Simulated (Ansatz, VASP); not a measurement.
LiF: VASP beside Ansatz

Contents of POSCAR:

```
LiF
1.0
    0.0000000000      1.9350255854      1.9350255854
    1.9350255854      0.0000000000      1.9350255854
    1.9350255854      1.9350255854      0.0000000000
Li F
1 1
Direct
    0.0000000000      0.0000000000      0.0000000000
    0.5000000000      0.5000000000      0.5000000000
```

File INCAR.step1:

```
SYSTEM = LiF
ALGO = Normal
EDIFF = 1E-4
ENCUT = 520
GGA = PE
ISMEAR = 0
LASPH = .TRUE.
LCHARG = .FALSE.
LREAL = .FALSE.
LWAVE = .TRUE.
NBANDS = 12
NELM = 80
PREC = Accurate
SIGMA = 0.01
```

INCAR.step2

```
SYSTEM = LiF
ALGO = Normal
EDIFF = 1E-6
ENCUT = 520
ISIF = 2
ISMEAR = 0
ISTART = 1
LASPH = .TRUE.
LCHARG = .FALSE.
LMIXTAU = .TRUE.
LREAL = .FALSE.
LWAVE = .FALSE.
METAGGA = R2SCAN
NBANDS = 12
NELM = 80
PREC = Accurate
SIGMA = 0.01
```

File KPOINTS:

```
k-points
0
G
  10 10 10
  0 0 0
```

Input for Ansatz:

```yaml
crystal:
  lattice:
    - [0.0, 1.9350255854, 1.9350255854]
    - [1.9350255854, 0.0, 1.9350255854]
    - [1.9350255854, 1.9350255854, 0.0]
  atoms:
    - { symbol: Li, position: [0.0, 0.0, 0.0] }
    - { symbol: F, position: [0.5, 0.5, 0.5] }
kpoints:
  mp_grid: { grid: [10, 10, 10] }
  band_path:
    path:
      - [0.0, 0.0, 0.0]
      - [0.5, 0.0, 0.5]
      - [0.625, 0.25, 0.625]
      - [0.375, 0.375, 0.75]
      - [0.5, 0.5, 0.5]
      - [0.5, 0.25, 0.75]
      - [-0.0625, 0.0, 0.0625]
    npoints: 1
hamiltonian:
  xc: r2scan
scf:
  occupations: { method: fixed }
  n_extra_bands: 4
output:
  forces: true
  stress: true
  eigenvalues: true
```

Change from the starting cell: hydrostatic strain -3.0%.

Alike in both runs: task single point; functional r2SCAN; k mesh 10 × 10 × 10; no spin polarisation.

|  | VASP | Ansatz |
| --- | --- | --- |
| version | VASP 6.6.1 | Ansatz 0.2.0 |
| potentials or method | VASP PAW PBE potentials, release 64 (Li_sv, F) | plane waves, PAW |
| plane-wave cutoff (eV) | 520 | 500 |
| occupations | gaussian, width 0.01 eV | fixed |
| valence electrons in the cell | 10 | 10 |

```tsv
	VASP	Ansatz	Ansatz less VASP
gap on the k mesh at the Fermi level (eV)	11.49	11.27	-0.221
```

 A k mesh can miss the band edges.
